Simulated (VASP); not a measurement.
# I (Im-3m) in VASP: a series of runs

Runs on I. Level: PBE. Tasks: single point.

Program: VASP 6.6.1. These are calculated values, not measurements. Logs are shortened: lines on timing, memory, paths and dates and some standing lists are left out, and cuts for length are marked.

### Step 1. The crystal as given

Symmetry: Im-3m, No. 229, cubic system. The conventional cell has a = 4.179 Å, b = 4.179 Å, c = 4.179 Å, α = 90.00°, β = 90.00°, γ = 90.00°. I (site symmetry m-3m) is surrounded by 8 I at 3.62 Å.

The real solid is made of molecules; this cell is a model form.

### Step 2. Single point, PBE

INCAR

```
SYSTEM = I
PREC = Accurate
ENCUT = 460
EDIFF = 1E-6
ISMEAR = 0
SIGMA = 0.05
LREAL = .FALSE.
LASPH = .TRUE.
NELM = 100
ALGO = Normal
ISIF = 2
LWAVE = .FALSE.
LCHARG = .FALSE.
GGA = PE
NBANDS = 10
ADDGRID = .FALSE.
```

KPOINTS

```
Automatic mesh
0
G
  7 7 7
  0 0 0
```

POSCAR

```
I
1.0
   -2.0893754423      2.0893754423      2.0893754423
    2.0893754423     -2.0893754423      2.0893754423
    2.0893754423      2.0893754423     -2.0893754423
I
1
Direct
    0.0000000000      0.0000000000      0.0000000000
```

Potentials or basis: VASP PAW PBE potentials, release 64 (I).

Started as:

```console
> cat potpaw_PBE.64/I/POTCAR > POTCAR
> mpirun -np 1 vasp_std > vasp.out
```

OUTCAR:

```text
SYSTEM = I
   PREC = Accurate
   ENCUT = 460
   EDIFF = 1E-6
   ISMEAR = 0
   LREAL = .FALSE.
   LASPH = .TRUE.
   NELM = 100
   ISIF = 2
   GGA = PE

 Found     20 irreducible k-points:

 Following reciprocal coordinates:
            Coordinates               Weight
  0.000000  0.000000  0.000000      1.000000
  0.142857  0.000000  0.000000     12.000000
  0.285714  0.000000  0.000000     12.000000
  0.428571  0.000000  0.000000     12.000000
  0.142857  0.142857  0.000000     24.000000
  0.285714  0.142857 -0.000000     48.000000
   k-points           NKPTS =     20   k-points in BZ     NKDIM =     20   number of bands    NBANDS=     10
   number of dos      NEDOS =    301   number of ions     NIONS =      1
   total plane-waves  NPLWV =  21952
   dimension x,y,z NGX =    28 NGY =   28 NGZ =   28
   dimension x,y,z NGXF=    56 NGYF=   56 NGZF=   56
   ions per type =               1
   NGX,Y,Z   is equivalent  to a cutoff of  12.86, 12.86, 12.86 a.u.
   NGXF,Y,Z  is equivalent  to a cutoff of  25.73, 25.73, 25.73 a.u.
 SYSTEM =  I
   PREC   = accura    normal or accurate (medium, high low for compatibility)
   ISTART =      0    job   : 0-new  1-cont  2-samecut
   ICHARG =      2    charge: 1-file 2-atom 10-const
   ISPIN  =      1    spin polarized calculation?
   LNONCOLLINEAR =      F non collinear calculations
   LSORBIT =      F    spin-orbit coupling
   LASPH  =      T    aspherical Exc in radial PAW
   ENCUT  =  460.0 eV  33.81 Ry    5.81 a.u.   6.33  6.33  6.33*2*pi/ulx,y,z
   NELM   =    100;   NELMIN=  2; NELMDL= -5     # of ELM steps
   EDIFF  = 0.1E-05   stopping-criterion for ELM
   LREAL  =      F    real-space projection
   EDIFFG = 0.1E-04   stopping-criterion for IOM
   NSW    =      0    number of steps for IOM
   IBRION =     -1    ionic relax: 0-MD 1-quasi-New 2-CG
   NFREE  =      0    steps in history (QN), initial steepest desc. (CG)
   ISIF   =      2    stress and relaxation
   ISYM   =      2    0-nonsym 1-usesym 2-fastsym
   POTIM  = 0.5000    time-step for ionic-motion
   TEBEG  =    0.0;   TEEND  =   0.0 temperature during run
   PSTRESS=    0.0 pullay stress
   NELECT =       7.0000    total number of electrons
   NUPDOWN=      -1.0000    fix difference up-down
   EMIN   =  10.00;   EMAX   =-10.00  energy-range for DOS
   EFERMI =   0.00;   METHOD = LEGACY
   ISMEAR =     0;   SIGMA  =   0.05  broadening in eV -4-tet -1-fermi 0-gaus
   EFERMI_NEDOS =   21; number of points for ismear=-14 and -15
   IALGO  =     38    algorithm
   IMIX   =      4    mixing-type and parameters
     AMIX     =   0.40;   BMIX     =  1.00
     AMIX_MAG =   1.60;   BMIX_MAG =  1.00
  volume/ion in A,a.u.               =      36.48       246.21
  Fermi-wavevector in a.u.,A,eV,Ry     =   0.944215  1.784308 12.130172  0.891543
  Thomas-Fermi vector in A             =   2.071998
   LORBIT       =      0    0 simple, 1 ext, 2 COOP (PROOUT), +10 PAW based schemes
   GGA     = PE    functional components
   LHFCALC =     F    Hartree Fock is set to
   AEXX    =    0.0000 exact exchange contribution
   IVDW    =     0    specifies the selected vdW correction
   LEPSILON=     F    determine dielectric tensor
   LRPA    =     F    only Hartree local field effects (RPA)
 non-spin polarized calculation
 Gauss-broadening in eV      SIGMA  =   0.05
  energy-cutoff  :      460.00
  volume of cell :       36.48
 maximum number of plane-waves:       832
 NGX is ok and might be reduce to    28

 number of electron       7.0000000 magnetization

 Free energy of the ion-electron system (eV)
  ---------------------------------------------------
  ext. energy  EPLUGINS =         0.00000000
  ---------------------------------------------------
  free energy    TOTEN  =        -1.05780134 eV

  energy without entropy =       -1.05579025  energy(sigma->0) =       -1.05679580

 E-fermi :   4.0351     XC(G=0):  -8.9205

 val. band max:        3.9257800730   @ k =   0.1429   0.1429   0.0000
 cond. band min:       4.0370330830   @ k =   0.2857   0.2857   0.0000
 fundamental gap:      0.1112530100
 Fermi energy:         4.0351364592

 k-point     1 :       0.0000    0.0000    0.0000
  band No.  band energies     occupation
      1      -9.1857      2.00000
      2       4.8878      0.00000
      3       4.8878      0.00000
      4       4.8878      0.00000
      5      10.9327      0.00000
      6      13.8652      0.00000
      7      13.8652      0.00000
      8      13.8652      0.00000
      9      16.1022      0.00000
     10      16.1022      0.00000

 k-point     2 :       0.1429    0.0000    0.0000
  band No.  band energies     occupation
      1      -8.9779      2.00000
      2       3.6083      2.00000
      3       4.5193      0.00000
      4       4.8331      0.00000
      5      11.7272      0.00000
      6      13.0197      0.00000
      7      13.5094      0.00000
      8      14.8348      0.00000
      9      15.3237      0.00000
     10      15.4700      0.00000

 k-point     3 :       0.2857    0.0000    0.0000
  band No.  band energies     occupation
      1      -8.4410      2.00000
      2       1.4820      2.00000
      3       3.8353      2.00000
      4       4.7044      0.00000
      5      10.7758      0.00000
      6      11.9608      0.00000
      7      14.9618      0.00000
      8      15.5279      0.00000
      9      16.9280      0.00000
     10      17.2979      0.00000

 k-point     4 :       0.4286    0.0000    0.0000
  band No.  band energies     occupation
      1      -7.9045      2.00000
      2       0.0087      2.00000
      3       3.3803      2.00000
      4       4.5966      0.00000
      5       9.9731      0.00000
      6      11.3858      0.00000
      7      16.4789      0.00000
      8      16.5878      0.00000
      9      18.1222      0.00000
     10      18.6953      0.00000

 k-point     5 :       0.1429    0.1429    0.0000
  band No.  band energies     occupation
      1      -8.6028      2.00000
      2       2.1731      2.00000
      3       3.9258      1.99802
      4       4.5095      0.00000
      5      11.7890      0.00000
      6      12.4427      0.00000
      7      13.6149      0.00000
      8      14.8507      0.00000
      9      16.7461      0.00000
     10      17.2263      0.00000

 k-point     6 :       0.2857    0.1429   -0.0000
  band No.  band energies     occupation
      1      -8.0437      2.00000
      2       0.6794      2.00000
      3       3.0180      2.00000
      4       4.2875      0.00000
      5      10.9772      0.00000
      6      12.1692      0.00000
      7      14.6283      0.00000
      8      16.3578      0.00000
      9      17.9955      0.00000
     10      18.7124      0.00000

 [... further k-points ...]

------------------------ aborting loop because EDIFF is reached ----------------------------------------

  FORCE on cell =-STRESS in cart. coord.  units (eV):
  Direction    XX          YY          ZZ          XY          YZ          ZX
  --------------------------------------------------------------------------------------
  -------------------------------------------------------------------------------------
  Total       -0.0720831     -0.0720831     -0.0720831     -0.0000000      0.0000000     -0.0000000
  in kB       -3.1654415     -3.1654415     -3.1654415     -0.0000000      0.0000000     -0.0000000
  external PRESSURE =      -3.1654415 kB  Pullay stress =       0.0000000 kB

 VOLUME and BASIS-vectors are now :
 -----------------------------------------------------------------------------
  energy-cutoff  :      460.00
  volume of cell :       36.48
      direct lattice vectors                 reciprocal lattice vectors
    -2.089375442  2.089375442  2.089375442     0.000000000  0.239305962  0.239305962
     2.089375442 -2.089375442  2.089375442     0.239305962  0.000000000  0.239305962
     2.089375442  2.089375442 -2.089375442     0.239305962  0.239305962  0.000000000

 POSITION                                       TOTAL-FORCE (eV/Angst)
 -----------------------------------------------------------------------------------
      0.00000      0.00000      0.00000         0.000000      0.000000     -0.000000
 -----------------------------------------------------------------------------------
    total drift:                                0.000000      0.000000      0.000000

  FREE ENERGIE OF THE ION-ELECTRON SYSTEM (eV)
  ---------------------------------------------------
  free  energy   TOTEN  =        -1.0578013441 eV

  energy  without entropy=       -1.0557902462  energy(sigma->0) =       -1.05679580
```

Wall time 4.6 s (1 thread of Intel Xeon Platinum 8488C (Sapphire Rapids), shared host); peak memory 0.15 GiB.

The run converged, but some of its settings lie outside the range that counts as converged, so its numbers aren't taken as properties of the crystal.

What came out:

```yaml
Free_energy: -1.0578 eV
Pressure: -0.3 GPa
Band_gap_on_the_k_mesh: none (metal or under the smearing width)
```

Caveat: an odd number of electrons without spin polarisation forces a metal; a magnetic or distorted state may lie lower.

### Step 3. Single point, PBE

This run uses another cell than the first one, of the same volume but with other edges.

INCAR is that of step 2.

KPOINTS is that of step 2.

POSCAR

```
I
1.0
   -2.1240960000      2.1667550000      2.1089740000
    2.1114880000     -2.1329730000      2.0625830000
    2.0399160000      2.0487930000     -2.0751920000
I
1
Direct
    0.0126280000     -0.0160290000     -0.0040210000
```

Potentials or basis: VASP PAW PBE potentials, release 64 (I).

Started as:

```console
> cat potpaw_PBE.64/I/POTCAR > POTCAR
> mpirun -np 1 vasp_std > vasp.out
```

It took 24 s on 1 thread of Intel Xeon Platinum 8488C (Sapphire Rapids), shared host; peak memory 0.19 GiB.

These settings aren't checked as converged: the numbers below hold their error.

Results:

| Property | Result |
| --- | --- |
| Free energy | -1.0653 eV |
| Pressure | -0.3 GPa |
| Band gap on the k mesh | none (metal or under the smearing width) |

Caveat: an odd number of electrons without spin polarisation forces a metal; a magnetic or distorted state may lie lower.

### Step 4. Single point, PBE

Changes to INCAR since step 3:

```diff
@@ -2,3 +2,3 @@
 PREC = Accurate
-ENCUT = 460
+ENCUT = 520
 EDIFF = 1E-6
```

KPOINTS is that of step 3.

POSCAR

```
I
1.0
   -2.0893754423      2.0893754423      2.0893754423
    2.0893754423     -2.0893754423      2.0893754423
    2.0893754423      2.0893754423     -2.0893754423
I
1
Direct
    0.0000000000      0.0000000000      0.0000000000
```

Potentials or basis: VASP PAW PBE potentials, release 64 (I).

Started as:

```console
> cat potpaw_PBE.64/I/POTCAR > POTCAR
> mpirun -np 1 vasp_std > vasp.out
```

OUTCAR:

```text
SYSTEM = I
   PREC = Accurate
   ENCUT = 520
   EDIFF = 1E-6
   ISMEAR = 0
   LREAL = .FALSE.
   LASPH = .TRUE.
   NELM = 100
   ISIF = 2
   GGA = PE

 Found     20 irreducible k-points:

 Following reciprocal coordinates:
            Coordinates               Weight
  0.000000  0.000000  0.000000      1.000000
  0.142857  0.000000  0.000000     12.000000
  0.285714  0.000000  0.000000     12.000000
  0.428571  0.000000  0.000000     12.000000
  0.142857  0.142857  0.000000     24.000000
  0.285714  0.142857 -0.000000     48.000000
   k-points           NKPTS =     20   k-points in BZ     NKDIM =     20   number of bands    NBANDS=     10
   number of dos      NEDOS =    301   number of ions     NIONS =      1
   total plane-waves  NPLWV =  21952
   dimension x,y,z NGX =    28 NGY =   28 NGZ =   28
   dimension x,y,z NGXF=    56 NGYF=   56 NGZF=   56
   ions per type =               1
   NGX,Y,Z   is equivalent  to a cutoff of  12.86, 12.86, 12.86 a.u.
   NGXF,Y,Z  is equivalent  to a cutoff of  25.73, 25.73, 25.73 a.u.
 SYSTEM =  I
   PREC   = accura    normal or accurate (medium, high low for compatibility)
   ISTART =      0    job   : 0-new  1-cont  2-samecut
   ICHARG =      2    charge: 1-file 2-atom 10-const
   ISPIN  =      1    spin polarized calculation?
   LNONCOLLINEAR =      F non collinear calculations
   LSORBIT =      F    spin-orbit coupling
   LASPH  =      T    aspherical Exc in radial PAW
   ENCUT  =  520.0 eV  38.22 Ry    6.18 a.u.   6.73  6.73  6.73*2*pi/ulx,y,z
   NELM   =    100;   NELMIN=  2; NELMDL= -5     # of ELM steps
   EDIFF  = 0.1E-05   stopping-criterion for ELM
   LREAL  =      F    real-space projection
   EDIFFG = 0.1E-04   stopping-criterion for IOM
   NSW    =      0    number of steps for IOM
   IBRION =     -1    ionic relax: 0-MD 1-quasi-New 2-CG
   NFREE  =      0    steps in history (QN), initial steepest desc. (CG)
   ISIF   =      2    stress and relaxation
   ISYM   =      2    0-nonsym 1-usesym 2-fastsym
   POTIM  = 0.5000    time-step for ionic-motion
   TEBEG  =    0.0;   TEEND  =   0.0 temperature during run
   PSTRESS=    0.0 pullay stress
   NELECT =       7.0000    total number of electrons
   NUPDOWN=      -1.0000    fix difference up-down
   EMIN   =  10.00;   EMAX   =-10.00  energy-range for DOS
   EFERMI =   0.00;   METHOD = LEGACY
   ISMEAR =     0;   SIGMA  =   0.05  broadening in eV -4-tet -1-fermi 0-gaus
   EFERMI_NEDOS =   21; number of points for ismear=-14 and -15
   IALGO  =     38    algorithm
   IMIX   =      4    mixing-type and parameters
     AMIX     =   0.40;   BMIX     =  1.00
     AMIX_MAG =   1.60;   BMIX_MAG =  1.00
  volume/ion in A,a.u.               =      36.48       246.21
  Fermi-wavevector in a.u.,A,eV,Ry     =   0.944215  1.784308 12.130172  0.891543
  Thomas-Fermi vector in A             =   2.071998
   LORBIT       =      0    0 simple, 1 ext, 2 COOP (PROOUT), +10 PAW based schemes
   GGA     = PE    functional components
   LHFCALC =     F    Hartree Fock is set to
   AEXX    =    0.0000 exact exchange contribution
   IVDW    =     0    specifies the selected vdW correction
   LEPSILON=     F    determine dielectric tensor
   LRPA    =     F    only Hartree local field effects (RPA)
 non-spin polarized calculation
 Gauss-broadening in eV      SIGMA  =   0.05
  energy-cutoff  :      520.00
  volume of cell :       36.48
 maximum number of plane-waves:       992
   NGX = 13   NGY = 13   NGZ = 13

 number of electron       7.0000000 magnetization

 Free energy of the ion-electron system (eV)
  ---------------------------------------------------
  ext. energy  EPLUGINS =         0.00000000
  ---------------------------------------------------
  free energy    TOTEN  =        -1.05780526 eV

  energy without entropy =       -1.05579422  energy(sigma->0) =       -1.05679974

 E-fermi :   4.0359     XC(G=0):  -8.9203

 val. band max:        3.9265194339   @ k =   0.1429   0.1429   0.0000
 cond. band min:       4.0377676409   @ k =   0.2857   0.2857   0.0000
 fundamental gap:      0.1112482069
 Fermi energy:         4.0358714992

 k-point     1 :       0.0000    0.0000    0.0000
  band No.  band energies     occupation
      1      -9.1850      2.00000
      2       4.8887      0.00000
      3       4.8887      0.00000
      4       4.8887      0.00000
      5      10.9331      0.00000
      6      13.8655      0.00000
      7      13.8655      0.00000
      8      13.8655      0.00000
      9      16.1022      0.00000
     10      16.1022      0.00000
[... 53 lines left out ...]
 k-point     6 :       0.2857    0.1429   -0.0000
  band No.  band energies     occupation
      1      -8.0429      2.00000
      2       0.6800      2.00000
      3       3.0187      2.00000
      4       4.2882      0.00000
      5      10.9774      0.00000
      6      12.1694      0.00000
      7      14.6284      0.00000
      8      16.3581      0.00000
      9      17.9956      0.00000
     10      18.7124      0.00000

 [... further k-points ...]

------------------------ aborting loop because EDIFF is reached ----------------------------------------

  FORCE on cell =-STRESS in cart. coord.  units (eV):
  Direction    XX          YY          ZZ          XY          YZ          ZX
  --------------------------------------------------------------------------------------
  -------------------------------------------------------------------------------------
  Total       -0.0787019     -0.0787019     -0.0787019      0.0000000     -0.0000000      0.0000000
  in kB       -3.4561006     -3.4561006     -3.4561006      0.0000000     -0.0000000      0.0000000
  external PRESSURE =      -3.4561006 kB  Pullay stress =       0.0000000 kB

 VOLUME and BASIS-vectors are now :
 -----------------------------------------------------------------------------
  energy-cutoff  :      520.00
  volume of cell :       36.48
      direct lattice vectors                 reciprocal lattice vectors
    -2.089375442  2.089375442  2.089375442     0.000000000  0.239305962  0.239305962
     2.089375442 -2.089375442  2.089375442     0.239305962  0.000000000  0.239305962
     2.089375442  2.089375442 -2.089375442     0.239305962  0.239305962  0.000000000

 POSITION                                       TOTAL-FORCE (eV/Angst)
 -----------------------------------------------------------------------------------
      0.00000      0.00000      0.00000         0.000000      0.000000      0.000000
 -----------------------------------------------------------------------------------
    total drift:                                0.000000      0.000000     -0.000000

  FREE ENERGIE OF THE ION-ELECTRON SYSTEM (eV)
  ---------------------------------------------------
  free  energy   TOTEN  =        -1.0578052553 eV

  energy  without entropy=       -1.0557942177  energy(sigma->0) =       -1.05679974
```

OSZICAR:

```text
N       E                     dE             d eps       ncg     rms          rms(c)
DAV:   1     0.203214131374E+02    0.20321E+02   -0.25096E+03   400   0.495E+02
DAV:   2    -0.293741590207E+00   -0.20615E+02   -0.20239E+02   532   0.833E+01
DAV:   3    -0.105031971790E+01   -0.75658E+00   -0.73818E+00   496   0.164E+01
DAV:   4    -0.105665691166E+01   -0.63372E-02   -0.63367E-02   494   0.190E+00
DAV:   5    -0.105673383466E+01   -0.76923E-04   -0.76922E-04   486   0.188E-01    0.352E+00
DAV:   6    -0.105701731528E+01   -0.28348E-03   -0.16987E-03   476   0.207E-01    0.215E+00
DAV:   7    -0.105780168876E+01   -0.78437E-03   -0.32720E-03   446   0.296E-01    0.108E-01
DAV:   8    -0.105780462498E+01   -0.29362E-05   -0.15321E-04   460   0.601E-02    0.152E-02
DAV:   9    -0.105780525527E+01   -0.63029E-06   -0.31671E-06   474   0.123E-02
   1 F= -.10578053E+01 E0= -.10567997E+01  d E =-.201104E-02
```

stdout:

```text
POSCAR found type information on POSCAR I
 POSCAR found :  1 types and       1 ions
 scaLAPACK will be used
 LDA part: xc-table for (Slater+PW92), standard interpolation
 POSCAR, INCAR and KPOINTS ok, starting setup
 FFT: planning ... GRIDC
 FFT: planning ... GRID_SOFT
 FFT: planning ... GRID
 WAVECAR not read
 entering main loop
```

Run time: 4.5 s. Hardware: 1 thread of Intel Xeon Platinum 8488C (Sapphire Rapids), shared host; peak memory 0.15 GiB.

These settings aren't checked as converged: the numbers below hold their error.

Results:

| Item | Value |
| --- | --- |
| Free energy | -1.0578 eV |
| Pressure | -0.3 GPa |
| Band gap on the k mesh | none (metal or under the smearing width) |

Caveat: an odd number of electrons without spin polarisation forces a metal; a magnetic or distorted state may lie lower.

### Step 5. For comparison

An earlier run on the cell as given: functional PBE; potentials or basis VASP PAW PBE potentials, release 64 (I); cutoff 520 eV; k mesh 9 × 9 × 9; occupations fermi-dirac, width 0.05 eV; no spin polarisation.

* Pressure: -0.2 GPa
* Band gap on the k mesh: none (metal or under the smearing width)
